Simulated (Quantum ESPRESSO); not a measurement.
# Hf (Im-3m) in Quantum ESPRESSO: settings compared

Aim: see how the results for Hf move with the level of theory and the settings. Levels: PBE+D3, PBE+D3(BJ), PBE+D4, PBE+rVV10. Tasks: relaxation of cell and atoms.

Program: Quantum ESPRESSO 7.5. These are calculated values, not measurements. Logs are shortened: lines on timing, memory, paths and dates and some standing lists are left out, and cuts for length are marked.

## (1) The crystal as given

The structure is cubic, space group Im-3m (No. 229). The conventional cell has a = 3.610 Å, b = 3.610 Å, c = 3.610 Å, α = 90.00°, β = 90.00°, γ = 90.00°. Around Hf (site symmetry m-3m) lie 8 Hf at 3.13 Å.

This isn't the form of Hf at room conditions, which is hcp.

## (2) Relaxation of cell and atoms, PBE+D3

Contents of run.py:

```python
import numpy as np
from ase.calculators.espresso import Espresso, EspressoProfile
from ase.io import read

atoms = read('Hf.cif')

input_data = {
    'control': {'calculation': 'scf', 'prefix': 'pwscf', 'outdir': './tmp', 'tprnfor': True, 'tstress': True, 'disk_io': 'low'},
    'system': {'ecutwfc': 58.0, 'nbnd': 12, 'occupations': 'smearing', 'smearing': 'fd', 'degauss': 0.00367493, 'vdw_corr': 'grimme-d3', 'dftd3_version': 3},
    'electrons': {'conv_thr': 2e-10, 'electron_maxstep': 120, 'mixing_beta': 0.5},
}
pseudopotentials = {'Hf': 'Hf.upf'}
profile = EspressoProfile(command='pw.x', pseudo_dir='pseudo')
dft = Espresso(profile=profile, input_data=input_data, pseudopotentials=pseudopotentials, kpts=(10, 10, 10), koffset=(0, 0, 0))
atoms.calc = dft

from ase.optimize import BFGS
from ase.filters import FrechetCellFilter
done = BFGS(FrechetCellFilter(atoms), trajectory='opt.traj').run(fmax=0.02, steps=30)
print('converged', done)
print('cell (A)', np.round(atoms.cell.cellpar(), 5))
print(f'energy {atoms.get_potential_energy():.8f} eV')
print('forces (eV/A)')
print(np.round(atoms.get_forces(), 6))
print('stress (eV/A^3, Voigt)')
print(np.round(atoms.get_stress(), 8))
print(f'Fermi level {dft.get_fermi_level():.4f} eV')
```

Contents of Hf.cif:

```cif
data_Hf
_cell_length_a 3.12635171
_cell_length_b 3.12635171
_cell_length_c 3.12635171
_cell_angle_alpha 109.47122063
_cell_angle_beta 109.47122063
_cell_angle_gamma 109.47122063
_space_group_name_H-M_alt 'P1'
_space_group_name_Hall 'P 1'
_space_group_IT_number 1
loop_
_space_group_symop_operation_xyz
'x,y,z'
loop_
_atom_site_label
_atom_site_type_symbol
_atom_site_symmetry_multiplicity
_atom_site_Wyckoff_symbol
_atom_site_fract_x
_atom_site_fract_y
_atom_site_fract_z
_atom_site_occupancy
Hf1 Hf 1 a 0.0000000000 0.0000000000 0.0000000000 1
```

Potentials or basis: PseudoDojo 0.4.1 SR PBE standard.

Run with:

```sh
OMP_NUM_THREADS=1 python run.py
```

Standard output:

```text
Step          Energy          fmax
BFGS:    0    -1535.244214        1.166798
BFGS:    1    -1535.285819        0.494009
BFGS:    2    -1535.294238        0.033448
BFGS:    3    -1535.294281        0.000675
converged True
cell (A) [  3.03963   3.03963   3.03963 109.47122 109.47122 109.47122]
energy -1535.29428093 eV
forces (eV/A)
[[0. 0. 0.]]
stress (eV/A^3, Voigt)
[ 3.122e-05  3.122e-05  3.122e-05 -0.000e+00 -0.000e+00 -0.000e+00]
Fermi level 14.8666 eV
```

espresso.pwi:

```text
&CONTROL
   calculation      = 'scf'
   tstress          = .true.
   tprnfor          = .true.
   outdir           = './tmp'
   prefix           = 'pwscf'
   disk_io          = 'low'
   pseudo_dir       = 'pseudo'
/
&SYSTEM
   nbnd             = 12
   ecutwfc          = 58.0
   occupations      = 'smearing'
   degauss          = 0.00367493
   smearing         = 'fd'
   vdw_corr         = 'grimme-d3'
   dftd3_version    = 3
   ntyp             = 1
   nat              = 1
   ibrav            = 0
/
&ELECTRONS
   electron_maxstep = 120
   conv_thr         = 2e-10
   mixing_beta      = 0.5
/
&IONS
/
&CELL
/
&FCP
/
&RISM
/
ATOMIC_SPECIES
Hf 178.49 Hf.upf

K_POINTS automatic
10 10 10  0 0 0

CELL_PARAMETERS angstrom
3.03962799292496 -0.00000000000000 0.00000000000000
-1.01320933075037 2.86578875485500 0.00000000000000
-1.01320933075037 -1.43289437695103 2.48184586385930

ATOMIC_POSITIONS angstrom
Hf 0.0000000000 0.0000000000 0.0000000000
```

espresso.pwo:

```text
This program is part of the open-source Quantum ESPRESSO suite
     for quantum simulation of materials; please cite
         "P. Giannozzi et al., J. Phys.:Condens. Matter 21 395502 (2009);
         "P. Giannozzi et al., J. Phys.:Condens. Matter 29 465901 (2017);
         "P. Giannozzi et al., J. Chem. Phys. 152 154105 (2020);
     in publications or presentations arising from this work. More details at

Warning: card &CELL ignored
Warning: card &FCP ignored
Warning: card &RISM ignored

     Message from routine setup:
     using ibrav=0 with symmetry is DISCOURAGED, use correct ibrav instead

     G-vector sticks info
     --------------------
     sticks:   dense  smooth     PW     G-vecs:    dense   smooth      PW
     Sum         571     571    213                 8685     8685    1961

     Using Slab Decomposition

     bravais-lattice index     =            0
     lattice parameter (alat)  =       5.7441  a.u.
     unit-cell volume          =     145.8935 (a.u.)^3
     number of atoms/cell      =            1
     number of atomic types    =            1
     number of electrons       =        12.00
     number of Kohn-Sham states=           12
     kinetic-energy cutoff     =      58.0000  Ry
     charge density cutoff     =     232.0000  Ry
     scf convergence threshold =      2.0E-10
     mixing beta               =       0.5000
     number of iterations used =            8  plain     mixing
     Exchange-correlation= PBE
                           (   1   4   3   4   0   0   0)

     celldm(1)=   5.744064  celldm(2)=   0.000000  celldm(3)=   0.000000
     celldm(4)=   0.000000  celldm(5)=   0.000000  celldm(6)=   0.000000

     crystal axes: (cart. coord. in units of alat)
               a(1) = (   1.000000  -0.000000   0.000000 )
               a(2) = (  -0.333333   0.942809   0.000000 )
               a(3) = (  -0.333333  -0.471405   0.816497 )

     reciprocal axes: (cart. coord. in units 2 pi/alat)
               b(1) = (  1.000000  0.353553  0.612372 )
               b(2) = (  0.000000  1.060660  0.612372 )
               b(3) = ( -0.000000 -0.000000  1.224745 )

     PseudoPot. # 1 for Hf read from file:
     Hf.upf
     Pseudo is Norm-conserving + core correction, Zval = 12.0
     Generated using ONCVPSP code by D. R. Hamann
     Using radial grid of 1656 points,  8 beta functions with:
                l(1) =   0
                l(2) =   0
                l(3) =   1
                l(4) =   1
                l(5) =   2
                l(6) =   2
                l(7) =   3
                l(8) =   3

     atomic species   valence    mass     pseudopotential
     Hf               12.00   178.49000     Hf( 1.00)

      4 Sym. Ops., with inversion, found

   Cartesian axes

     site n.     atom                  positions (alat units)
         1        Hf     tau(   1) = (   0.0000000   0.0000000   0.0000000  )

     --------------------------------------------
     DFT-D3 Dispersion Correction (3-body terms):
     --------------------------------------------
       Reference C6 values for interpolation:

         atom   Coordination number   C6
         Hf         0.000          2882.48
         Hf         1.925          1560.77
         Hf         3.884           841.95

       Values used:

         atom   Coordination number  R0_AB[au]  C6      C8
         Hf        11.920            4.011    841.95 170130.07

         Molecular C6 ( Ry / a.u.^6 ) =       841.95

     number of k points=   282  Fermi-Dirac smearing, width (Ry)=  0.0037

     Number of k-points >= 100: set verbosity='high' to print them.

     Dense  grid:     8685 G-vectors     FFT dimensions: (  27,  27,  27)

     Initial potential from superposition of free atoms

     starting charge      11.9981, renormalised to      12.0000
     Starting wfcs are   10 randomized atomic wfcs +    2 random wfcs

     Self-consistent Calculation

     iteration #  1     ecut=    58.00 Ry     beta= 0.50
     Davidson diagonalization with overlap
     ethr =  1.00E-02,  avg # of iterations =  4.2

     Threshold (ethr) on eigenvalues was too large:
     Diagonalizing with lowered threshold

     Davidson diagonalization with overlap
     ethr =  1.12E-04,  avg # of iterations =  2.7

     total energy              =    -112.84102552 Ry
     estimated scf accuracy    <       0.01440445 Ry

     iteration #  2     ecut=    58.00 Ry     beta= 0.50
     Davidson diagonalization with overlap
     ethr =  1.20E-04,  avg # of iterations =  1.4

     total energy              =    -112.84189015 Ry
     estimated scf accuracy    <       0.00133666 Ry

     iteration #  3     ecut=    58.00 Ry     beta= 0.50
     Davidson diagonalization with overlap
     ethr =  1.11E-05,  avg # of iterations =  2.7

     total energy              =    -112.84205265 Ry
     estimated scf accuracy    <       0.00006960 Ry

     iteration #  4     ecut=    58.00 Ry     beta= 0.50
     Davidson diagonalization with overlap
     ethr =  5.80E-07,  avg # of iterations =  2.5

     total energy              =    -112.84205759 Ry
     estimated scf accuracy    <       0.00000134 Ry

     iteration #  5     ecut=    58.00 Ry     beta= 0.50
     Davidson diagonalization with overlap
     ethr =  1.12E-08,  avg # of iterations =  2.7

     total energy              =    -112.84205801 Ry
     estimated scf accuracy    <       0.00000095 Ry

     iteration #  6     ecut=    58.00 Ry     beta= 0.50
     Davidson diagonalization with overlap
     ethr =  7.94E-09,  avg # of iterations =  2.0

     total energy              =    -112.84205820 Ry
     estimated scf accuracy    <          6.9E-10 Ry

     iteration #  7     ecut=    58.00 Ry     beta= 0.50
     Davidson diagonalization with overlap
     ethr =  5.78E-12,  avg # of iterations =  3.2

     End of self-consistent calculation

     Number of k-points >= 100: set verbosity='high' to print the bands.

     the Fermi energy is    14.8666 ev

!    total energy              =    -112.84205820 Ry
     estimated scf accuracy    <          1.4E-10 Ry
     smearing contrib. (-TS)   =      -0.00097877 Ry
     internal energy E=F+TS    =    -112.84107943 Ry

     The total energy is F=E-TS. E is the sum of the following terms:
     one-electron contribution =     -19.07328693 Ry
     hartree contribution      =      13.81176199 Ry
     xc contribution           =     -28.54171892 Ry
     ewald contribution        =     -79.01030478 Ry
     DFT-D3 Dispersion         =      -0.02753079 Ry

     convergence has been achieved in   7 iterations

     Forces acting on atoms (cartesian axes, Ry/au):

     atom    1 type  1   force =     0.00000000    0.00000000    0.00000000

     Total force =     0.000000     Total SCF correction =     0.000000

     Computing stress (Cartesian axis) and pressure

          total   stress  (Ry/bohr**3)                   (kbar)     P=       -0.05
  -0.00000034   0.00000000   0.00000000           -0.05        0.00        0.00
   0.00000000  -0.00000034   0.00000000            0.00       -0.05        0.00
   0.00000000   0.00000000  -0.00000034            0.00        0.00       -0.05

=------------------------------------------------------------------------------=
   JOB DONE.
=------------------------------------------------------------------------------=
```

It took 2.8 min on 1 thread of Arm Neoverse V2, shared host; peak memory 0.1 GiB.

Results:

```yaml
Free_energy: -1535.2944 eV
Relaxed_volume: 21.62 Å³/atom
Relaxed_cell: a = 3.040 Å, b = 3.040 Å, c = 3.040 Å, α = 109.47°, β = 109.47°, γ = 109.47°
Space_group_after_relaxing_to_0.05_Å: Im-3m (No. 229)
Energy_gained_by_relaxing: 50.1 meV/atom
Ionic_steps: 4
Pressure_after_relaxing: 0.0 GPa
Band_gap_on_the_k_mesh: none (metal or under the smearing width)
```

The path:
```tsv
step	energy change (eV)	largest force (eV/Å)	pressure (GPa)	volume (Å³)
1	0.0000	0.0000	-7.95	23.52
2	-0.0416	0.0000	-3.54	22.38
3	-0.0500	0.0000	0.25	21.57
4	-0.0501	0.0000	-0.01	21.62
```

Final structure:
```
Hf
1.0
     3.03963    0.00000    0.00000
    -1.01321    2.86579    0.00000
    -1.01321   -1.43289    2.48185
Hf
1
Cartesian
  0.0000 0.0000 0.0000
```

Levels at points of the mesh, in eV from the Fermi level:
| k point | band 3 | band 4 | band 5 | band 6 | band 7 | band 8 | band 9 | band 10 |
| --- | --- | --- | --- | --- | --- | --- | --- | --- |
| (0.00, 0.00, 0.00) | -29.69 | -29.69 | -7.16 | 1.54 | 1.54 | 1.54 | 4.43 | 4.43 |
| (0.00, 0.00, -0.50) | -29.99 | -29.70 | -3.49 | -0.56 | 1.17 | 4.28 | 5.32 | 7.92 |
| (0.00, -0.50, 0.00) | -29.99 | -29.70 | -3.49 | -0.56 | 1.17 | 4.28 | 5.32 | 7.92 |
| (-0.50, 0.00, 0.00) | -29.99 | -29.70 | -3.49 | -0.56 | 1.17 | 4.28 | 5.32 | 7.92 |
| (-0.50, -0.50, 0.00) | -29.99 | -29.70 | -3.49 | -0.56 | 1.17 | 4.28 | 5.32 | 7.92 |
| (-0.50, -0.50, -0.50) | -30.33 | -30.33 | -2.73 | -2.73 | 7.04 | 7.04 | 7.04 | 7.47 |

Caveat: pairwise dispersion overbinds metals, which lowers pressure and volume.

## (3) Relaxation of cell and atoms, PBE+D3(BJ)

run.py, as its differences from that of step 2:

```diff
@@ -8,3 +8,3 @@
     'control': {'calculation': 'scf', 'prefix': 'pwscf', 'outdir': './tmp', 'tprnfor': True, 'tstress': True, 'disk_io': 'low'},
-    'system': {'ecutwfc': 58.0, 'nbnd': 12, 'occupations': 'smearing', 'smearing': 'fd', 'degauss': 0.00367493, 'vdw_corr': 'grimme-d3', 'dftd3_version': 3},
+    'system': {'ecutwfc': 58.0, 'nbnd': 12, 'occupations': 'smearing', 'smearing': 'fd', 'degauss': 0.00367493, 'vdw_corr': 'grimme-d3', 'dftd3_version': 4},
     'electrons': {'conv_thr': 2e-10, 'electron_maxstep': 120, 'mixing_beta': 0.5},
@@ -16,5 +16,5 @@
 
-from ase.optimize import BFGS
+from ase.optimize import LBFGS
 from ase.filters import FrechetCellFilter
-done = BFGS(FrechetCellFilter(atoms), trajectory='opt.traj').run(fmax=0.02, steps=30)
+done = LBFGS(FrechetCellFilter(atoms), trajectory='opt.traj').run(fmax=0.02, steps=30)
 print('converged', done)
```

Hf.cif is that of step 2.

Potentials or basis: PseudoDojo 0.4.1 SR PBE standard.

Run with:

```sh
OMP_NUM_THREADS=1 python run.py
```

Wall time 2.8 min (1 thread of Arm Neoverse V2, shared host); peak memory 0.1 GiB.

The run converged. Its results:

- Free energy: -1535.3500 eV
- Relaxed volume: 21.72 Å³/atom
- Relaxed cell: a = 3.044 Å, b = 3.044 Å, c = 3.044 Å, α = 109.47°, β = 109.47°, γ = 109.47°
- Space group after relaxing (to 0.05 Å): Im-3m (No. 229)
- Energy gained by relaxing: 44.5 meV/atom
- Ionic steps: 4
- Pressure after relaxing: 0.0 GPa
- Band gap on the k mesh: none (metal or under the smearing width)

The path:
| step | energy change (eV) | largest force (eV/Å) | pressure (GPa) | volume (Å³) |
| --- | --- | --- | --- | --- |
| 1 | 0.0000 | 0.0000 | -7.49 | 23.52 |
| 2 | -0.0369 | 0.0000 | -3.32 | 22.44 |
| 3 | -0.0444 | 0.0000 | 0.20 | 21.68 |
| 4 | -0.0445 | 0.0000 | 0.00 | 21.72 |

Final structure:
```
Hf
1.0
     3.04431    0.00000    0.00000
    -1.01477    2.87020    0.00000
    -1.01477   -1.43510    2.48567
Hf
1
Direct
  0.00000 0.00000 0.00000
```

Levels at points of the mesh, in eV from the Fermi level:
| k point | band 4 | band 5 | band 6 | band 7 | band 8 | band 9 |
| --- | --- | --- | --- | --- | --- | --- |
| (0.00, 0.00, 0.00) | -29.71 | -7.15 | 1.54 | 1.54 | 1.54 | 4.41 |
| (0.00, 0.00, -0.50) | -29.71 | -3.48 | -0.56 | 1.15 | 4.26 | 5.29 |
| (0.00, -0.50, 0.00) | -29.71 | -3.48 | -0.56 | 1.15 | 4.26 | 5.29 |
| (-0.50, 0.00, 0.00) | -29.71 | -3.48 | -0.56 | 1.15 | 4.26 | 5.29 |
| (-0.50, -0.50, 0.00) | -29.71 | -3.48 | -0.56 | 1.15 | 4.26 | 5.29 |
| (-0.50, -0.50, -0.50) | -30.34 | -2.71 | -2.71 | 7.00 | 7.00 | 7.00 |

Caveat: pairwise dispersion overbinds metals, which lowers pressure and volume.

[end of part 1 of 2]
